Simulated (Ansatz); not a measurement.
# BaS: how the settings move a single-point run

Question: which choices in the input matter for BaS?

Method: reference: DFT, PBE, PAW with Ansatz's default frozen-core files, scalar-relativistic, in Ansatz 0.2.0.

## 1. The system as given

Symmetry: R-3m, No. 166, trigonal system. Conventional cell: a = 4.607 Å, b = 4.607 Å, c = 10.621 Å, α = 90.00°, β = 90.00°, γ = 120.00°. Ba (site symmetry -3m) has 6 S at 3.20 Å in its first shell of neighbours. S (site symmetry -3m) has 6 Ba at 3.20 Å in its first shell of neighbours.

Coordinates:

```
CELL_PARAMETERS angstrom
-0.12775 3.12988 3.12988
3.12988 -0.12775 3.12988
3.12988 3.12988 -0.12775
ATOMIC_POSITIONS crystal
Ba 0.00000 0.00000 0.00000
S 0.50000 0.50000 0.50000
```

## 2. Reference

input.yaml

```yaml
crystal:
  lattice:
    - [-0.12775, 3.129875, 3.129875]
    - [3.129875, -0.12775, 3.129875]
    - [3.129875, 3.129875, -0.12775]
  atoms:
    - { symbol: Ba, position: [0.0, 0.0, 0.0] }
    - { symbol: S, position: [0.5, 0.5, 0.5] }
kpoints:
  mp_grid: { grid: [7, 7, 7] }
scf:
  occupations: { method: fermi_dirac, width: 0.01 }
hamiltonian:
  xc: pbe
  pseudopotentials: { kind: paw }
output:
  forces: true
  stress: true
  eigenvalues: true
  efg: { contact_densities: true }
```

The run is started by

```console
> ansatz run input.yaml --threads 1 --pin off --max-ram 2048MiB --backend cpu --events-out ev --progress --plain --runs-dir out
```

## 3. Changing settings: eigensolver.kind davidson, pseudopotentials.source jth, basis.precision f64

input.yaml: that of step 2 with these lines changed.

```diff
@@ -12,5 +12,6 @@
   occupations: { method: fermi_dirac, width: 0.01 }
+  eigensolver: { kind: davidson }
 hamiltonian:
   xc: pbe
-  pseudopotentials: { kind: paw }
+  pseudopotentials: { kind: paw, source: jth }
 output:
@@ -20 +21,3 @@
   efg: { contact_densities: true }
+basis:
+  precision: f64
```

What does the calculation give? Wanted: for each run, ending; energy change; pressure; gap; force.

As calculated:

```csv
run,ending,energy change,pressure (GPa),gap (eV),force (eV/Å),cycles,time
reference,converged,-,0.8,2.16,0.00,6,3.7 s
"1: eigensolver.kind davidson, pseudopotentials.source jth, basis.precision f64",converged,not comparable,1.3,2.08,0.00,7,6 s
```

Residual by cycle in the longest SCF loop of each run; runs are numbered as in the table. The quantity is the density residual dr2, in eV.

```csv
cycle,reference,run 1
1,7.1e-4,0.835
2,2.2e-5,0.187
3,4.4e-6,0.0318
4,1.5e-7,3.0e-4
5,2.6e-8,2.1e-5
6,2.1e-10,1.6e-7
7,-,1.3e-8
```

**Reading.** After a change of potentials the difference of the totals has no physical meaning; the pressure goes from 0.8 to 1.3 GPa and the gap on the mesh goes from 2.16 to 2.08 eV. Cost: 7 SCF cycles against 6, 6 s against 3.7 s. The gap of the reference lacks spin-orbit coupling, though the cell holds Ba.

These are semilocal Kohn-Sham gaps, which aren't the measured quantity. Such gaps usually fall short of the measured ones.
